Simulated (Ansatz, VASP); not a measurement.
One calculation of C, two programs

INCAR

```
ALGO     = Normal         # electronic algorithm
EDIFF    = 1E-7           # SCF threshold, eV
ENCUT    = 520            # plane-wave cutoff, eV
GGA      = PE             # functional
ISIF     = 2              # what is computed and relaxed
ISMEAR   = 0              # smearing method
LASPH    = T              # aspherical terms in the spheres
LCHARG   = F              # write CHGCAR
LREAL    = F              # projectors in reciprocal space
LWAVE    = F              # write WAVECAR
NBANDS   = 11             # bands
NELM     = 60             # most SCF steps
PREC     = Accurate       # precision mode
SIGMA    = 0.05           # smearing width, eV
```

The input KPOINTS:

```
k-points
0
Gamma
  12 12 12
```

POSCAR

```
C
1.0
    0.0000000000      1.7388150000      1.7388150000
    1.7834000000     -0.0445850000      1.7834000000
    1.7834000000      1.7834000000     -0.0445850000
C
2
Direct
    0.5000000000      0.5000000000      0.5000000000
    0.7500000000      0.7500000000      0.7500000000
```

Input for Ansatz:

```yaml
crystal:
  lattice:
    - [0.0, 1.738815, 1.738815]
    - [1.7834, -0.044585, 1.7834]
    - [1.7834, 1.7834, -0.044585]
  atoms:
    - { symbol: C, position: [0.5, 0.5, 0.5] }
    - { symbol: C, position: [0.75, 0.75, 0.75] }
basis:
  ecutwfc: 420
kpoints:
  mp_grid: { grid: [12, 12, 12] }
hamiltonian:
  xc: pbe
scf:
  occupations: { method: gaussian, width: 0.05 }
output:
  forces: true
  stress: true
  eigenvalues: true
  write_density: true
  write_potential: true
  elf: true
  volumetric_format: npy
```

Change from the starting cell: strain -0.0500 x Voigt [0, 0, 0, 1, 0, 0], atoms carried along.

Alike in both runs: task single point; functional PBE; k mesh 12 × 12 × 12; occupations gaussian, width 0.05 eV; no spin polarisation.

```csv
,VASP,Ansatz
version,VASP 6.6.1,Ansatz 0.2.0
potentials or method,"VASP PAW PBE potentials, release 64 (C)","scalar-relativistic, plane waves, PAW"
plane-wave cutoff (eV),520,420
valence electrons in the cell,8,8
```

|  | VASP | Ansatz | Ansatz less VASP |
| --- | --- | --- | --- |
| gap on the k mesh at the Fermi level (eV) | 3.79 | 3.80 | +0.007 |
| least direct gap on the mesh (eV) | 4.82 | 4.83 | +0.003 |
| pressure (GPa) | 3.8 | 3.1 | -0.69 |
| largest component of the traceless stress (GPa) | 28.56 | 28.37 | -0.188 |
| rms of the force components (eV/Å) | 0.094 | 0.085 | -0.0082 |

Atom by atom the forces differ by 0.008 eV/Å (rms over components). With one functional, cell and mesh, what is left measures potentials, basis and numerics.
